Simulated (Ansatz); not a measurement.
# Ruthenium, diamond under PBE: ground state and equation of state, part 1 of 2

The plan for ruthenium in the diamond structure: relax it, solve it on a dense k-mesh, switch on spin-orbit coupling, then scale the cell to 7 volumes from 88 to 112 % of the relaxed one and try a fit of the equation of state. The k-meshes are 10×10×10 for the relaxation; 16×16×16 for the dense run; 10×10×10 for spin-orbit coupling; 11×11×11 for the volumes.

This is Ru in the diamond structure; at room conditions it is hcp.

Computed with Ansatz 0.2.0 (DFT PBE, plane waves (420 eV) with PAW, scalar-relativistic, unless a step says otherwise).

**1. The starting structure**

The structure is cubic, space group Fd-3m (No. 227). The conventional cell has a = 5.270 Å, b = 5.270 Å, c = 5.270 Å, α = 90.00°, β = 90.00°, γ = 90.00°. Ru (site symmetry -43m) is surrounded by 4 Ru at 2.28 Å.

Structure file:

```
CELL_PARAMETERS angstrom
0.00000 2.63517 2.63517
2.63517 0.00000 2.63517
2.63517 2.63517 0.00000
ATOMIC_POSITIONS crystal
Ru 0.12500 0.12500 0.12500
Ru 0.87500 0.87500 0.87500
```

**2. Relaxation of the cell**

input.yaml reads:

```yaml
crystal:
  lattice:
    - [0.0, 2.635171402, 2.635171402]
    - [2.635171402, 0.0, 2.635171402]
    - [2.635171402, 2.635171402, 0.0]
  atoms:
    - { symbol: Ru, position: [0.125, 0.125, 0.125] }
    - { symbol: Ru, position: [0.875, 0.875, 0.875] }
hamiltonian:
  xc: pbe
  pseudopotentials:
    kind: paw
    azcp:
      Ru: "pseudopotentials/Ru.paw.azcp"
basis:
  ecutwfc: 420
  fft_grid_basis: typed
kpoints:
  mp_grid: { grid: [10, 10, 10], shift: [0, 0, 0] }
magnetization:
  spin_polarized: false
scf:
  occupations: { method: fermi_dirac, width: 0.1 }
relax:
  max_steps: 60
  f_tol: 0.01
  cell: {}
```

What it wrote:

```text
Engine: ansatz 0.2.0, x86_64-unknown-linux-gnu
Pseudopotentials: kind: paw
Pseudopotential: Ru, paw, valence charge 16, recommended cutoff 420 eV (normal), <dir>
Functional definition: PBE
  parameter kappa = 0.804
  parameter beta = 0.06672455060314922
  exchange = pbe_x(kappa = kappa, mu = beta*pi^2/3)
  correlation = pbe_c(beta = beta)
Crystal: 2 atoms, lattice volume = 36.598 Å³
Basis set: ecut = 420 eV, 725 PW (Γ), exchange–correlation on 50×50×50 points (8 copies of the dense FFT grid, shifted against one another)
Bands: 20, of which v1, the nominal top of the filled ones, is band 16 counted from 1 (15 counted from 0)
Symmetry: 48 space group operations
Space group: Fd-3m (ITA 227), of the structure as read, at distance tolerance 3.3e-5 Å
k-points: 47 of 1000
Non-local potential: Ru, projectors of the file, l = 0: 3, l = 1: 2, l = 2: 2, l = 3: 1
PAW form: soft (Blöchl's): semilocal exchange-correlation on the pseudo side does not see the compensation charge
PAW one-centre angular grid: Ru, 590 points (default); XC on 64 Gauss nodes
Initial density: superposition of atomic densities (neutral atoms: chi_scale 0, normalization atom), corrected by the library's trained network
Initial wavefunctions: pseudopotential atomic-orbital guess
Functional: x = pbe(κ = 0.804, μ = 0.2195149727645171), c = pbe(β = 0.06672455060314922)
SCF iter   1: F=—  HF=-11754.801500 eV  |F-HF|=—  |Δ(HF+E_count)|=         —  Δρ=8.24e-3  dr2=2.05e-2  ethr=1.77e-3  ⟨swp⟩=5.2  Hψ=4159  notcnv=0
preconditioner: auto → Kerker (q_TF=auto, 2.668 Å⁻¹)  [metal: Δε(μ)=0.060 eV  Ē_g=5.665 eV  σ=0.100 eV  W_gap=0.15  n_scr=14 (ndim 8)  ℏωp=24.6 eV  f_vac=0.000  D(μ)=1.57/eV (n_scr^D=14)]
SCF iter   2: F=—  HF=-11754.798036 eV  |F-HF|=—  |Δ(HF+E_count)|=   3.46e-3  Δρ=3.91e-3  dr2=4.76e-3  ethr=6.42e-5  ⟨swp⟩=1.7  Hψ=1407  notcnv=0
SCF iter   3: F=—  HF=-11754.796968 eV  |F-HF|=—  |Δ(HF+E_count)|=   1.07e-3  Δρ=6.51e-4  dr2=7.79e-5  ethr=1.49e-5  ⟨swp⟩=2.0  Hψ=1585  notcnv=0
SCF iter   4: F=—  HF=-11754.797024 eV  |F-HF|=—  |Δ(HF+E_count)|=   5.64e-5  Δρ=1.26e-4  dr2=5.54e-6  ethr=2.43e-7  ⟨swp⟩=2.1  Hψ=1439  notcnv=0
SCF iter   5: F=—  HF=-11754.797026 eV  |F-HF|=—  |Δ(HF+E_count)|=   1.61e-6  Δρ=3.11e-5  dr2=2.35e-7  ethr=1.73e-8  ⟨swp⟩=2.0  Hψ=1328  notcnv=0
SCF iter   6: F=-11754.797026 eV  HF=-11754.797026 eV  |F-HF|=4.05e-9  |Δ(HF+E_count)|=   1.23e-7  Δρ=7.72e-6  dr2=2.52e-8  ethr=3.13e-10  ⟨swp⟩=4.0  Hψ=3418  notcnv=0
SCF 1 converged in 6 iterations: F = -11754.797026 eV  dr2 = 2.52e-8
relax step   1: F+E_penalty+E_count = -11754.79702587 eV  Δ(F+E_penalty+E_count) = +0.000e0 eV  max|allowed force component| = 2.776e-17 eV/Å  Δτ_max = 0.0000 Å  P = +21.549 GPa  Ω = 36.598 Å³  (6 SCF iters, dr2 threshold 1.00e-7 eV, accepted)
Crystal: 2 atoms, lattice volume = 41.814 Å³
Basis set: ecut = 420 eV, 869 PW (Γ), exchange–correlation on 50×50×50 points (8 copies of the dense FFT grid, shifted against one another)
Initial density: handed on by an earlier stage of this run
Initial wavefunctions: those handed on with the density
iter 1 solved again at ethr=1.60e-5 eV; its pass at ethr=3.10e-3 eV (dr2=5.11e-3 eV) is discarded
SCF iter   1: F=—  HF=-11755.018397 eV  |F-HF|=—  |Δ(HF+E_count)|=         —  Δρ=7.02e-3  dr2=5.01e-3  ethr=1.60e-5  ⟨swp⟩=2.3  Hψ=5739  notcnv=0
preconditioner: auto → Kerker (q_TF=auto, 2.609 Å⁻¹)  [metal: Δε(μ)=0.062 eV  Ē_g=4.867 eV  σ=0.100 eV  W_gap=0.15  n_scr=14 (ndim 8)  ℏωp=23.0 eV  f_vac=0.003  D(μ)=1.88/eV (n_scr^D=14)]
SCF iter   2: F=—  HF=-11755.020416 eV  |F-HF|=—  |Δ(HF+E_count)|=   2.02e-3  Δρ=3.98e-3  dr2=1.75e-3  ethr=1.57e-5  ⟨swp⟩=1.0  Hψ=940  notcnv=0
SCF iter   3: F=—  HF=-11755.021490 eV  |F-HF|=—  |Δ(HF+E_count)|=   1.07e-3  Δρ=3.31e-4  dr2=2.59e-5  ethr=5.48e-6  ⟨swp⟩=2.0  Hψ=1297  notcnv=0
SCF iter   4: F=—  HF=-11755.021512 eV  |F-HF|=—  |Δ(HF+E_count)|=   2.16e-5  Δρ=4.74e-5  dr2=1.10e-6  ethr=8.11e-8  ⟨swp⟩=2.3  Hψ=1463  notcnv=0
SCF iter   5: F=—  HF=-11755.021513 eV  |F-HF|=—  |Δ(HF+E_count)|=   8.22e-7  Δρ=2.04e-5  dr2=2.52e-7  ethr=3.44e-9  ⟨swp⟩=2.1  Hψ=1330  notcnv=0
SCF iter   6: F=-11755.021513 eV  HF=-11755.021513 eV  |F-HF|=5.38e-9  |Δ(HF+E_count)|=   1.32e-7  Δρ=4.75e-6  dr2=6.13e-9  ethr=6.25e-10  ⟨swp⟩=4.0  Hψ=3032  notcnv=0
SCF 2 converged in 6 iterations: F = -11755.021513 eV  dr2 = 6.13e-9
relax step   2: F+E_penalty+E_count = -11755.02151296 eV  Δ(F+E_penalty+E_count) = -2.245e-1 eV  max|allowed force component| = 9.252e-17 eV/Å  Δτ_max = 0.0000 Å  P = -4.528 GPa  Ω = 41.814 Å³  energy of the carried Pulay correction = -1.969e-3 eV  (6 SCF iters, dr2 threshold 2.00e-7 eV, accepted)
Crystal: 2 atoms, lattice volume = 40.805 Å³
Basis set: ecut = 420 eV, 821 PW (Γ), exchange–correlation on 50×50×50 points (8 copies of the dense FFT grid, shifted against one another)
iter 1 solved again at ethr=7.36e-7 eV; its pass at ethr=3.10e-3 eV (dr2=2.35e-4 eV) is discarded
SCF iter   1: F=—  HF=-11755.038934 eV  |F-HF|=—  |Δ(HF+E_count)|=         —  Δρ=1.35e-3  dr2=2.16e-4  ethr=7.36e-7  ⟨swp⟩=2.1  Hψ=5560  notcnv=0
preconditioner: auto → Kerker (q_TF=auto, 2.620 Å⁻¹)  [metal: Δε(μ)=0.071 eV  Ē_g=5.003 eV  σ=0.100 eV  W_gap=0.17  n_scr=14 (ndim 8)  ℏωp=23.3 eV  f_vac=0.000  D(μ)=1.82/eV (n_scr^D=14)]
SCF iter   2: F=—  HF=-11755.038975 eV  |F-HF|=—  |Δ(HF+E_count)|=   4.12e-5  Δρ=7.60e-4  dr2=6.96e-5  ethr=6.76e-7  ⟨swp⟩=1.0  Hψ=940  notcnv=0
SCF iter   3: F=—  HF=-11755.039008 eV  |F-HF|=—  |Δ(HF+E_count)|=   3.29e-5  Δρ=6.55e-5  dr2=8.75e-7  ethr=2.17e-7  ⟨swp⟩=1.4  Hψ=1103  notcnv=0
iter 4 did not close the SCF: its close was put off for the readings that it lacked (scf_convergence_deferred on its scf_iter line)
SCF iter   4: F=-11755.039009 eV  HF=-11755.039009 eV  |F-HF|=5.44e-8  |Δ(HF+E_count)|=   4.55e-7  Δρ=1.64e-5  dr2=5.48e-8  ethr=2.73e-9  ⟨swp⟩=2.2  Hψ=1637  notcnv=0
iter 5 did not close the SCF: its close was put off for the readings that it lacked (scf_convergence_deferred on its scf_iter line)
SCF iter   5: F=-11755.039009 eV  HF=-11755.039009 eV  |F-HF|=2.06e-9  |Δ(HF+E_count)|=   6.01e-8  Δρ=3.11e-6  dr2=2.91e-9  ethr=1.71e-10  ⟨swp⟩=2.0  Hψ=1388  notcnv=0
SCF iter   6: F=-11755.039009 eV  HF=-11755.039009 eV  |F-HF|=1.66e-10  |Δ(HF+E_count)|=   2.87e-9  Δρ=6.25e-7  dr2=1.08e-10  ethr=9.09e-12  ⟨swp⟩=1.9  Hψ=2655  notcnv=0
SCF 3 converged in 6 iterations: F = -11755.039009 eV  dr2 = 1.08e-10
relax step   3: F+E_penalty+E_count = -11755.03900857 eV  Δ(F+E_penalty+E_count) = -1.750e-2 eV  max|allowed force component| = 2.035e-16 eV/Å  Δτ_max = 0.0000 Å  P = -0.827 GPa  Ω = 40.805 Å³  energy of the carried Pulay correction = -1.608e-3 eV  (6 SCF iters, dr2 threshold 2.00e-7 eV, accepted)
Crystal: 2 atoms, lattice volume = 40.596 Å³
iter 1 solved again at ethr=2.20e-8 eV; its pass at ethr=3.10e-3 eV (dr2=7.04e-6 eV) is discarded
SCF iter   1: F=—  HF=-11755.039615 eV  |F-HF|=—  |Δ(HF+E_count)|=         —  Δρ=2.78e-4  dr2=8.40e-6  ethr=2.20e-8  ⟨swp⟩=3.1  Hψ=5494  notcnv=0
preconditioner: auto → Kerker (q_TF=auto, 2.622 Å⁻¹)  [metal: Δε(μ)=0.070 eV  Ē_g=5.033 eV  σ=0.100 eV  W_gap=0.17  n_scr=14 (ndim 8)  ℏωp=23.3 eV  f_vac=0.000  D(μ)=1.81/eV (n_scr^D=14)]
SCF iter   2: F=—  HF=-11755.039622 eV  |F-HF|=—  |Δ(HF+E_count)|=   6.92e-6  Δρ=1.58e-4  dr2=2.83e-6  ethr=2.20e-8  ⟨swp⟩=1.0  Hψ=940  notcnv=0
iter 3 did not close the SCF: its close was put off for the readings that it lacked (scf_convergence_deferred on its scf_iter line)
SCF iter   3: F=-11755.039624 eV  HF=-11755.039624 eV  |F-HF|=2.43e-8  |Δ(HF+E_count)|=   1.34e-6  Δρ=1.26e-5  dr2=2.98e-8  ethr=8.84e-9  ⟨swp⟩=1.9  Hψ=1285  notcnv=0
iter 4 did not close the SCF: its close was put off for the readings that it lacked (scf_convergence_deferred on its scf_iter line)
SCF iter   4: F=-11755.039624 eV  HF=-11755.039624 eV  |F-HF|=1.95e-9  |Δ(HF+E_count)|=   2.62e-8  Δρ=2.60e-6  dr2=1.82e-9  ethr=9.30e-11  ⟨swp⟩=2.4  Hψ=1583  notcnv=0
iter 5 did not close the SCF: its close was put off for the readings that it lacked (scf_convergence_deferred on its scf_iter line)
SCF iter   5: F=-11755.039624 eV  HF=-11755.039624 eV  |F-HF|=1.20e-10  |Δ(HF+E_count)|=   2.10e-9  Δρ=6.44e-7  dr2=1.87e-10  ethr=5.69e-12  ⟨swp⟩=2.0  Hψ=1297  notcnv=0
SCF iter   6: F=-11755.039624 eV  HF=-11755.039624 eV  |F-HF|=5.46e-12  |Δ(HF+E_count)|=  1.58e-10  Δρ=1.48e-7  dr2=1.23e-11  ethr=1.00e-12  ⟨swp⟩=1.7  Hψ=2541  notcnv=0
SCF 4 converged in 6 iterations: F = -11755.039624 eV  dr2 = 1.23e-11
relax step   4: F+E_penalty+E_count = -11755.03962368 eV  Δ(F+E_penalty+E_count) = -6.151e-4 eV  max|allowed force component| = 1.665e-16 eV/Å  Δτ_max = 0.0000 Å  P = +0.002 GPa  Ω = 40.596 Å³  energy of the carried Pulay correction = -1.533e-3 eV  (6 SCF iters, dr2 threshold 2.00e-7 eV, accepted)
Basis set: ecut = 420 eV, 821 PW (Γ), exchange–correlation on 54×54×54 points (8 copies of the dense FFT grid, shifted against one another)
Initial wavefunctions: pseudopotential atomic-orbital guess (no wavefunctions were taken with the density)
iter 1 solved again at ethr=2.51e-7 eV; its pass at ethr=3.10e-3 eV (dr2=8.02e-5 eV) is discarded
SCF iter   1: F=—  HF=-11755.040507 eV  |F-HF|=—  |Δ(HF+E_count)|=         —  Δρ=4.16e-4  dr2=3.23e-6  ethr=2.51e-7  ⟨swp⟩=3.0  Hψ=6444  notcnv=0
SCF iter   2: F=—  HF=-11755.040785 eV  |F-HF|=—  |Δ(HF+E_count)|=   2.78e-4  Δρ=2.14e-4  dr2=8.70e-7  ethr=1.01e-8  ⟨swp⟩=1.0  Hψ=942  notcnv=0
SCF iter   3: F=—  HF=-11755.040881 eV  |F-HF|=—  |Δ(HF+E_count)|=   9.59e-5  Δρ=4.33e-6  dr2=1.78e-9  ethr=2.72e-9  ⟨swp⟩=2.0  Hψ=1699  notcnv=0
SCF iter   4: F=—  HF=-11755.040881 eV  |F-HF|=—  |Δ(HF+E_count)|=   7.32e-9  Δρ=9.06e-7  dr2=3.85e-10  ethr=5.56e-12  ⟨swp⟩=2.0  Hψ=1646  notcnv=0
SCF iter   5: F=—  HF=-11755.040881 eV  |F-HF|=—  |Δ(HF+E_count)|=  9.09e-12  Δρ=3.46e-7  dr2=7.10e-11  ethr=1.20e-12  ⟨swp⟩=2.4  Hψ=1635  notcnv=0
SCF iter   6: F=-11755.040881 eV  HF=-11755.040881 eV  |F-HF|=3.64e-12  |Δ(HF+E_count)|=  9.09e-12  Δρ=7.76e-8  dr2=2.94e-12  ethr=1.00e-12  ⟨swp⟩=5.7  Hψ=3964  notcnv=0
SCF 5 converged in 6 iterations: F = -11755.040881 eV  dr2 = 2.94e-12
relax step   5: F+E_penalty+E_count = -11755.04088081 eV  Δ(F+E_penalty+E_count) = -1.257e-3 eV  max|allowed force component| = 2.128e-16 eV/Å  Δτ_max = 0.0000 Å  P = +0.004 GPa  Ω = 40.596 Å³  stress off target by 3.66e-3 GPa  SCF on the basis re-selected at this cell (its energy is not comparable with the rows above)  (6 SCF iters)
basis re-selected at this cell: Δ(F+E_penalty+E_count) = -1.257e-3 eV, ΔP = +0.002 GPa vs the last step (what re-selecting the basis moved, of the pressure what is left beyond the Pulay correction that the steps carried, after the strain that the cell walked since its last selection, with what the two solves' SCF thresholds leave and, on support functions, any second-order correction that the steps lacked; it is no measure of the basis error at this ecutwfc). The dense FFT grid was sized anew with the basis: this SCF ran on 27×27×27 points, the steps before it on 25×25×25, so part of this shift can come from that change (see relax.cell in the input reference). This SCF's stress stands 3.66e-3 GPa from its target on what of the cell is left free (relax.cell.stress_tol is 5.00e-2 GPa) and its largest allowed force component is 2.13e-16 eV/Å (relax.f_tol is 1.00e-2 eV/Å): within both
SCF converged after 6 iterations
Free energy (F): -11755.040881 eV
Harris-Foulkes:  -11755.040881 eV  (|F-HF|=3.64e-12)
Internal energy: -11754.980212 eV  (E = F + TS)
E sigma→0 (E₀):  -11755.010546 eV
Entropy (-TS):   -0.060669 eV (-30.334 meV/atom)
Fermi energy:    14.167049 eV
--- Per-component energies (eV) ---
  E_band       = -392.415654
  E_kinetic    = 1029.229765
  E_local      = -3875.415540  (includes V_loc(G=0)·N_el)
  E_nonlocal   = 690.349158
  E_hartree    = 1342.328955
  E_xc         = -378.178158
  E_vxc        = -474.331250  (∫ρ·V_xc dr)
  E_paw        = -6923.530993  (= ΣΔE_a)
  E_vpaw       = -446.905388  (= ΣTr[D̂ρ^β])
  E_aug_tail   = -0.000397  (compensation charges beyond the density's cutoff)
  E_ewald      = -3639.763001
  E_smearing   = -0.060669  (= −TS)
  E_closure    = -0.000000  (closes the sum)
  Σ components = -11755.040881   (vs F -11755.040881, Δ=0.00e0)
--- Forces (eV/Å), atoms counted from 1 ---
  atom   1  Ru    -0.00000000    -0.00000000    -0.00000000
  atom   2  Ru     0.00000000     0.00000000     0.00000000
  max |Σ_I F_I| component: 3.70e-17 eV/Å
--- Stress (GPa, compression-positive) ---
        0.003662      -0.000000      -0.000000
       -0.000000       0.003662      -0.000000
       -0.000000      -0.000000       0.003662
  P = ⅓ Tr σ = 0.0037 GPa (0.037 kbar)
--- Relaxed structure (4 steps of the walk, 4 accepted, 1 SCFs on fresh bases) ---
  F+E_penalty+E_count = -11755.04088081 eV   max|allowed force component| = 2.128e-16 eV/Å   (the final SCF, on the basis selected at the relaxed cell)
  cell:  # Å, volume = 40.5965 Å³
    - [7.244981924311994e-35, 2.727842913432667, 2.727842913432667]
    - [2.727842913432667, -7.260905128380075e-34, 2.727842913432667]
    - [2.727842913432667, 2.727842913432667, 2.4800131066359004e-33]
  atoms:
    - { symbol: Ru, position: [0.125, 0.125, 0.125] }
    - { symbol: Ru, position: [0.875, 0.875, 0.875] }
```

It took 14 s on 1 thread of an x86-64 CPU, shared host; peak memory 0.52 GiB.

Step by step:

```tsv
step	energy change (meV/atom)	largest force (eV/Å)	pressure (GPa)	volume (Å³/atom)
1	0.00	0.0000	21.55	18.299
2	-112.24	0.0000	-4.53	20.907
3	-120.99	0.0000	-0.83	20.402
4	-121.30	0.0000	0.00	20.298
5	-121.93	0.0000	0.00	20.298
```

Steps that repeat a cell are solved on a basis chosen anew, so their changes of energy are no gain of the relaxation.

Changes in the cell that was computed:

|  | before | after | change |
| --- | --- | --- | --- |
| a (Å) | 3.727 | 3.858 | +3.5 % |
| b (Å) | 3.727 | 3.858 | +3.5 % |
| c (Å) | 3.727 | 3.858 | +3.5 % |
| volume (Å³/atom) | 18.299 | 20.298 | +10.9 % |
| shortest distance (Å) | 2.282 | 2.362 | +3.5 % |
| space group (spins left aside) | Fd-3m | Fd-3m | same |

**3. The energy on a finer k-mesh**

input.yaml reads:

```yaml
crystal:
  lattice:
    - [0.0, 2.7278429134, 2.7278429134]
    - [2.7278429134, 0.0, 2.7278429134]
    - [2.7278429134, 2.7278429134, 0.0]
  atoms:
    - { symbol: Ru, position: [0.125, 0.125, 0.125] }
    - { symbol: Ru, position: [0.875, 0.875, 0.875] }
hamiltonian:
  xc: pbe
  pseudopotentials:
    kind: paw
    azcp:
      Ru: "pseudopotentials/Ru.paw.azcp"
basis:
  ecutwfc: 420
  fft_grid_basis: typed
kpoints:
  mp_grid: { grid: [16, 16, 16], shift: [0, 0, 0] }
magnetization:
  spin_polarized: false
scf:
  occupations: { method: fermi_dirac, width: 0.1 }
```

What it wrote, cut to the lines that bear on the results:

```text
[...]
[... 3 set-up lines as earlier in the session ...]
[...]
Crystal: 2 atoms, lattice volume = 40.596 Å³
Basis set: ecut = 420 eV, 821 PW (Γ)
Bands: 20, of which v1, the nominal top of the filled ones, is band 16 counted from 1 (15 counted from 0)
[... 1 set-up line as earlier in the session ...]
Space group: Fd-3m (ITA 227), of the structure as read, at distance tolerance 3.4e-5 Å
k-points: 145 of 4096
[...]
SCF iter   1: F=—  HF=-11755.043843 eV  |F-HF|=—  |Δ(HF+E_count)|=         —  Δρ=8.94e-3  dr2=2.75e-2  ethr=1.77e-3  ⟨swp⟩=5.2  Hψ=12338  notcnv=0
[...]
SCF iter   6: F=-11755.040075 eV  HF=-11755.040075 eV  |F-HF|=6.49e-8  |Δ(HF+E_count)|=   5.98e-7  Δρ=1.48e-5  dr2=9.90e-8  ethr=3.13e-10  ⟨swp⟩=3.0  Hψ=6991  notcnv=0
[...]
SCF converged after 6 iterations
Free energy (F): -11755.040075 eV
[...]
E sigma→0 (E₀):  -11755.009046 eV
Entropy (-TS):   -0.062059 eV (-31.030 meV/atom)
Fermi energy:    14.164901 eV
[...]
```

Run time: 5.5 s. Hardware: 1 thread of an x86-64 CPU, shared host; peak memory 0.53 GiB.

**4. With spin-orbit coupling**

input.yaml, as its differences from that of step 3:

```diff
@@ -11,3 +11,3 @@
   pseudopotentials:
-    kind: paw
+    kind: paw_fr
     azcp:
@@ -18,5 +18,6 @@
 kpoints:
-  mp_grid: { grid: [16, 16, 16], shift: [0, 0, 0] }
+  mp_grid: { grid: [10, 10, 10], shift: [0, 0, 0] }
 magnetization:
-  spin_polarized: false
+  noncollinear: true
+  spin_orbit: true
 scf:
```

What it wrote, cut to the lines that bear on the results:

```text
[...]
Pseudopotentials: kind: paw_fr
Pseudopotential: Ru, paw_fr, valence charge 16, recommended cutoff 420 eV (normal), <dir>
[... 1 set-up line as earlier in the session ...]
[...]
non-collinear run that drives no moment, with spin-orbit: no starting moment large enough to seed its density (crystal.atoms[].spin), no starting occupations that ask for one, no magnetisation constraint and no magnetic field, so the semilocal B_xc is pinned to zero
Crystal: 2 atoms, lattice volume = 40.596 Å³
Basis set: ecut = 420 eV, 821 PW (Γ)
Bands: 40, of which v1, the nominal top of the filled ones, is band 32 counted from 1 (31 counted from 0)
Symmetry: 48 space group operations + 48 with time reversal
Magnetic group: BNS 227.129 (UNI 1631), of the structure as read, at distance tolerance 3.4e-5 Å
k-points: 47 of 1000
Projection manifold: j_resolved (fully-relativistic pseudo-atomic orbitals)
[...]
SCF iter   1: F=—  HF=-11758.651743 eV  |F-HF|=—  |Δ(HF+E_count)|=         —  Δρ=7.65e-2  dr2=1.90e0  dr2_m=0.00e0 (ungated)  ethr=3.10e-3  |M|=0.00e0 ∫|m|=0.00e0 μB  |m|>n=0.0e0 m-floor=0.0e0 τ_xc=0.0e0  β_m=0.30  ⟨swp⟩=7.3  Hψ=4397  notcnv=0
[...]
spin=Noncollinear: Kerker preconditioning applied to the charge; magnetization (m_x, m_y, m_z) channels mix plain (no charge-response kernel on spin).
[...]
SCF iter   8: F=-11758.181970 eV  HF=-11758.181970 eV  |F-HF|=3.46e-9  |Δ(HF+E_count)|=   2.65e-7  Δρ=5.07e-6  dr2=6.96e-9  dr2_m=0.00e0 (ungated)  ethr=3.13e-10  |M|=0.00e0 ∫|m|=0.00e0 μB  |m|>n=0.0e0 m-floor=0.0e0 τ_xc=0.0e0  ⟨swp⟩=2.6  Hψ=2006  notcnv=0
[...]
SCF converged after 8 iterations
Magnetization: |M| = 0.0000 μB,  M = (+0.0000, +0.0000, +0.0000) μB
Absolute magnetization: 0.0000 μB (∫|m|)
  site 0: m = (+0.0000, +0.0000, +0.0000) μB, |m| = 0.0000 μB  (R = 0.97 Å)
  site 1: m = (+0.0000, +0.0000, +0.0000) μB, |m| = 0.0000 μB  (R = 0.97 Å)
Free energy (F): -11758.181970 eV
[...]
E sigma→0 (E₀):  -11758.151542 eV
Entropy (-TS):   -0.060855 eV (-30.428 meV/atom)
Fermi energy:    14.171060 eV
[...]
```

Wall time 12 s (1 thread of an x86-64 CPU, shared host); peak memory 0.53 GiB.

Side by side:

```tsv
	scalar-relativistic	with spin-orbit coupling
k-mesh	16×16×16	10×10×10
gap on the mesh	none (levels filled in part)	none (levels filled in part)
```

The meshes differ, so small differences between the columns need not come from spin-orbit coupling.

**5. The cell scaled to 88 % of its volume**

input.yaml reads:

```yaml
crystal:
  lattice:
    - [0.0, 2.6140481405, 2.6140481405]
    - [2.6140481405, 0.0, 2.6140481405]
    - [2.6140481405, 2.6140481405, 0.0]
  atoms:
    - { symbol: Ru, position: [0.125, 0.125, 0.125] }
    - { symbol: Ru, position: [0.875, 0.875, 0.875] }
hamiltonian:
  xc: pbe
  pseudopotentials:
    kind: paw
    azcp:
      Ru: "pseudopotentials/Ru.paw.azcp"
basis:
  ecutwfc: 420
  fft_grid_basis: typed
kpoints:
  mp_grid: { grid: [11, 11, 11], shift: [0, 0, 0] }
magnetization:
  spin_polarized: false
scf:
  occupations: { method: fermi_dirac, width: 0.1 }
  lower_state_search: "off"
output:
  stress: true
```

What it wrote, cut to the lines that bear on the results:

```text
[...]
[... 3 set-up lines as earlier in the session ...]
[...]
Crystal: 2 atoms, lattice volume = 35.725 Å³
Basis set: ecut = 420 eV, 725 PW (Γ)
Bands: 20, of which v1, the nominal top of the filled ones, is band 16 counted from 1 (15 counted from 0)
[... 2 set-up lines as earlier in the session ...]
k-points: 56 of 1331
[...]
SCF iter   1: F=—  HF=-11754.665060 eV  |F-HF|=—  |Δ(HF+E_count)|=         —  Δρ=7.70e-3  dr2=1.76e-2  ethr=1.77e-3  ⟨swp⟩=5.1  Hψ=4965  notcnv=0
[...]
SCF iter   6: F=-11754.660531 eV  HF=-11754.660531 eV  |F-HF|=2.48e-9  |Δ(HF+E_count)|=   1.12e-7  Δρ=5.49e-6  dr2=9.74e-9  ethr=3.13e-10  ⟨swp⟩=4.0  Hψ=4064  notcnv=0
[...]
SCF converged after 6 iterations
Free energy (F): -11754.660531 eV
[...]
E sigma→0 (E₀):  -11754.633580 eV
Entropy (-TS):   -0.053902 eV (-26.951 meV/atom)
Fermi energy:    16.851248 eV
[...]
--- Stress (GPa, compression-positive) ---
       28.120596      -0.000000       0.000000
        0.000000      28.120596      -0.000000
        0.000000      -0.000000      28.120596
  P = ⅓ Tr σ = 28.1206 GPa (281.206 kbar)
```

Wall time 2.4 s (1 thread of an x86-64 CPU, shared host); peak memory 0.49 GiB.

(Continued in part 2 of 2.)
